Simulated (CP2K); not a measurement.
**ZnCu under changes of volume**

One of the cells (12.771 Å³/atom); the others are scaled copies at fixed shape and fractional positions:

```
Zn Cu
1.0
     2.94500    0.00000    0.00000
     0.00000    2.94500    0.00000
     0.00000    0.00000    2.94500
Zn Cu
1 1
Direct
  0.50000 0.50000 0.50000
  0.00000 0.00000 0.00000
```

```yaml
Program: CP2K 2026.2
Functional: PBE
Potentials_or_basis: POTENTIAL_UZH Zn GTH-PBE-q12, Cu GTH-PBE-q11; TZVP-MOLOPT-PBE-GTH basis
Density_cutoff: 6123 eV
k_mesh: 9 × 9 × 9
Occupations: fermi-dirac, width 0.05 eV
Spin: no spin polarisation
```

| volume (Å³/atom) | energy over the lowest point (meV/atom) | pressure (GPa) |
| --- | --- | --- |
| 12.005 | ? | ? |
| 12.260 | 23.97 | 9.5 |
| 12.516 | 11.41 | 6.4 |
| 12.771 | 3.59 | 3.6 |
| 13.026 | 0.00 | 1.1 |
| 13.282 | 0.16 | -1.2 |
| 13.537 | 3.66 | -3.1 |

Task: What does the run at 12.005 Å³/atom give?

Result: Energy over the lowest point 41.87 meV/atom; pressure 13.0 GPa.

Worked out: A Birch-Murnaghan fit of order 3 (a polynomial in V^(-2/3)) to the other rows has its minimum at 13.14 Å³/atom with B0 = V·E''(V) = 115 GPa and B' = 4.9. It gives 41.79 meV/atom at 12.005 Å³/atom, against the run's 41.87, and -dE/dV = 13.0 GPa, against 13.0.

Energies are extrapolated to zero smearing.

Caveats: the basis of atomic orbitals isn't converged, which shifts pressures, moduli and gaps.
